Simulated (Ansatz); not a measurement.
Start from `CN(C)C(=O)C(C)(C)C` and change one atom or group to get `CC(=O)N(C)C`.

Ansatz, PBE0-D4/def2-TZVP geometries, multiplicity 1. 

```csv
property,`CN(C)C(=O)C(C)(C)C`
HOMO–LUMO gap (PBE/def2-TZVPP) / eV,5.13
LUMO energy (B3LYP/def2-TZVPP) / eV,0.54
HOMO energy (ωB97M-V/def2-TZVPP) / eV,-9.12
HOMO energy (PBE0/def2-TZVPP) / eV,-6.85
HOMO–LUMO gap (ωB97M-V/def2-TZVPP) / eV,11.46
LUMO energy (PBE0/def2-TZVPP) / eV,0.81
```

(1) What does the change do to each property? (Estimate.)

## Answers

(1) The calculation gave: 
```csv
property,`CC(=O)N(C)C`,shift
HOMO–LUMO gap (PBE/def2-TZVPP) / eV,5.27,0.14
LUMO energy (B3LYP/def2-TZVPP) / eV,0.57,0.03
HOMO energy (ωB97M-V/def2-TZVPP) / eV,-9.17,-0.05
HOMO energy (PBE0/def2-TZVPP) / eV,-6.91,-0.06
HOMO–LUMO gap (ωB97M-V/def2-TZVPP) / eV,11.47,0.01
LUMO energy (PBE0/def2-TZVPP) / eV,0.86,0.05
```

With PBE0 the HOMO falls by 0.06 eV and the LUMO rises by 0.05 eV, so the gap widens by about 0.11 eV. PBE moves the HOMO by -0.09 eV and ωB97M-V by -0.05 eV.

B3LYP here is the variant with VWN-RPA as its local correlation; programs differ in this.

Positive LUMOs are unbound, so they and the gaps depend on the basis.
